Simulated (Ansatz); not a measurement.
Ansatz input

```yaml
crystal:
  lattice:
    - [0.0, 2.9918342699, 2.9918342699]
    - [2.9918342699, 0.0, 2.9918342699]
    - [2.9918342699, 2.9918342699, 0.0]
  atoms:
    - { symbol: W, position: [0.125, 0.125, 0.125] }
    - { symbol: W, position: [0.875, 0.875, 0.875] }
hamiltonian:
  xc: pbe
  pseudopotentials:
    kind: paw
    azcp:
      W: "pseudopotentials/W.paw.azcp"
basis:
  ecutwfc: 420
  fft_grid_basis: typed
kpoints:
  mp_grid: { grid: [11, 11, 11], shift: [0, 0, 0] }
magnetization:
  spin_polarized: false
scf:
  occupations: { method: fermi_dirac, width: 0.1 }
  lower_state_search: "off"
output:
  stress: true
```

Output

```
Engine: ansatz 0.2.0, x86_64-unknown-linux-gnu
Pseudopotentials: kind: paw
Pseudopotential: W, paw, valence charge 14, recommended cutoff 420 eV (normal) 
Functional definition: PBE
  parameter kappa = 0.804
  parameter beta = 0.06672455060314922
  exchange = pbe_x(kappa = kappa, mu = beta*pi^2/3)
  correlation = pbe_c(beta = beta)
Crystal: 2 atoms, lattice volume = 53.560 Å³
Basis set: ecut = 420 eV, 1037 PW (Γ)
Bands: 18, of which v1, the nominal top of the filled ones, is band 14 counted from 1 (13 counted from 0)
Symmetry: 48 space group operations
Space group: Fd-3m (ITA 227), of the structure as read, at distance tolerance 3.8e-5 Å
k-points: 56 of 1331
Non-local potential: W, projectors of the file, l = 0: 3, l = 1: 2, l = 2: 2, l = 3: 1
PAW form: soft (Blöchl's): semilocal exchange-correlation on the pseudo side does not see the compensation charge
PAW one-centre angular grid: W, 590 points (default); XC on 64 Gauss nodes
Initial density: superposition of atomic densities (neutral atoms: chi_scale 0, normalization atom), corrected by the library's trained network
Initial wavefunctions: pseudopotential atomic-orbital guess
Functional: x = pbe(κ = 0.804, μ = 0.2195149727645171), c = pbe(β = 0.06672455060314922)
SCF iter   1: F=—  HF=-20764.281612 eV  |F-HF|=—  |Δ(HF+E_count)|=         —  Δρ=4.70e-3  dr2=7.15e-3  ethr=1.77e-3  ⟨swp⟩=5.0  Hψ=4745  notcnv=0
SCF iter   2: F=—  HF=-20764.281325 eV  |F-HF|=—  |Δ(HF+E_count)|=   2.87e-4  Δρ=2.75e-3  dr2=2.95e-3  ethr=2.55e-5  ⟨swp⟩=1.2  Hψ=1523  notcnv=0
SCF iter   3: F=—  HF=-20764.281163 eV  |F-HF|=—  |Δ(HF+E_count)|=   1.62e-4  Δρ=3.13e-4  dr2=6.46e-5  ethr=1.05e-5  ⟨swp⟩=2.1  Hψ=1289  notcnv=0
SCF iter   4: F=—  HF=-20764.281178 eV  |F-HF|=—  |Δ(HF+E_count)|=   1.49e-5  Δρ=8.24e-5  dr2=4.29e-6  ethr=2.31e-7  ⟨swp⟩=2.0  Hψ=1342  notcnv=0
SCF iter   5: F=—  HF=-20764.281180 eV  |F-HF|=—  |Δ(HF+E_count)|=   1.83e-6  Δρ=2.13e-5  dr2=2.97e-7  ethr=1.53e-8  ⟨swp⟩=2.0  Hψ=1344  notcnv=0
SCF iter   6: F=-20764.281180 eV  HF=-20764.281180 eV  |F-HF|=2.41e-8  |Δ(HF+E_count)|=   3.35e-7  Δρ=5.45e-6  dr2=1.43e-8  ethr=3.57e-10  ⟨swp⟩=4.5  Hψ=3258  notcnv=0
SCF 1 converged in 6 iterations: F = -20764.281180 eV  dr2 = 1.43e-8
SCF converged after 6 iterations
Free energy (F): -20764.281180 eV
Harris-Foulkes:  -20764.281180 eV  (|F-HF|=2.41e-8)
Internal energy: -20764.181064 eV  (E = F + TS)
E sigma→0 (E₀):  -20764.231122 eV
Entropy (-TS):   -0.100116 eV (-50.058 meV/atom)
Fermi energy:    11.133272 eV
--- Per-component energies (eV) ---
  E_band       = -447.724564
  E_kinetic    = 887.965129
  E_local      = -2310.697092  (includes V_loc(G=0)·N_el)
  E_nonlocal   = 9.742692
  E_hartree    = 841.319326
  E_xc         = -525.895061
  E_vxc        = -467.163988  (∫ρ·V_xc dr)
  E_paw        = -17125.812687  (= ΣΔE_a)
  E_vpaw       = -250.209177  (= ΣTr[D̂ρ^β])
  E_aug_tail   = -0.000117  (compensation charges beyond the density's cutoff)
  E_ewald      = -2540.803253
  E_smearing   = -0.100116  (= −TS)
  E_closure    = 0.000000  (closes the sum)
  Σ components = -20764.281180   (vs F -20764.281180, Δ=0.00e0)
--- Stress (GPa, compression-positive) ---
       -7.990039      -0.000000      -0.000000
        0.000000      -7.990039      -0.000000
       -0.000000      -0.000000      -7.990039
  P = ⅓ Tr σ = -7.9900 GPa (-79.900 kbar)
```

Launched by

```sh
ansatz run input.yaml --threads 1 --pin off --max-ram 3584MiB --backend cpu --events-out ev --progress --plain --runs-dir out
```

On 1 thread of Intel(R) Xeon(R) Platinum 8259CL CPU @ 2.50GHz (Skylake/Cascade Lake) (shared host) this took about 3.5 s of wall time and 3.1 s of CPU time.
